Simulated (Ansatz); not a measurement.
Self-consistent spin–orbit runs of FePt along several axes

All numbers below come from Ansatz 0.2.0, DFT PBE, spin-orbit coupling, plane waves, PAW.

```yaml
crystal:
  lattice:
    - [1.88293, 1.88293, 3.81393]
    - [1.88293, 3.81393, 1.88293]
    - [3.81393, 1.88293, 1.88293]
  atoms:
    - { symbol: Fe, position: [0.00000, 0.00000, 0.00000] }
    - { symbol: Pt, position: [0.50000, 0.50000, 0.50000] }
```

```json
{"plane-wave cutoff": "420 eV", "Γ-centred k-mesh": "18×18×18", "occupation rule": "Gaussian smearing, 0.1 eV", "list of starting moments (μB, in atom order)": "3 0", "check for lower electronic states after the SCF": "on"}
```

The moments start along each conventional axis in turn. Free energies count from the first axis and are rough on this mesh. The states are those that the runs reached from these starts; a lower one can exist.

```
axis Cartesian direction  ΔF (meV/cell) site spin moments along the axis, as the non-collinear run integrates them (μB)
   c    0.577 0.577 0.577          0.000                                                               Fe +2.77, Pt +0.28
   a   0.707 -0.707 0.000          1.205                                                               Fe +2.77, Pt +0.28
```

Cost: 2 runs of about 18 core-minutes in all, on Intel Xeon Platinum 8259CL (Skylake/Cascade Lake) (shared hosts).